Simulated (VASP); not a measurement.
Here is a VASP 6.6.1 calculation.

File INCAR:

```
SYSTEM = Hf
ALGO = Normal
EDIFF = 1E-6
ENCUT = 520
GGA = PE
ISIF = 2
ISMEAR = 0
LASPH = .TRUE.
LCHARG = .FALSE.
LREAL = .FALSE.
LWAVE = .FALSE.
NBANDS = 11
NELM = 100
PREC = Accurate
SIGMA = 0.15
```

KPOINTS

```
k-points
0
G
  18 18 18
  0 0 0
```

Contents of POSCAR:

```
Hf
1.0
   -1.8050000000      1.8050000000      1.8050000000
    1.8050000000     -1.8050000000      1.8050000000
    1.8050000000      1.8050000000     -1.8050000000
Hf
1
Direct
    0.0000000000      0.0000000000      0.0000000000
```

Potentials or basis: VASP PAW PBE potentials, release 64 (Hf_pv).

Command:

```console
$ cat potpaw_PBE.64/Hf_pv/POTCAR > POTCAR
$ mpirun -np 1 vasp_std > vasp.out
```

**Question.** Estimate the band gap on the k mesh.

**Answer.** None (metal or under the smearing width).

**Question.** Estimate the pressure.

**Answer.** -5.2 GPa.

Spin-orbit coupling is left out, which matters for the levels of Hf.
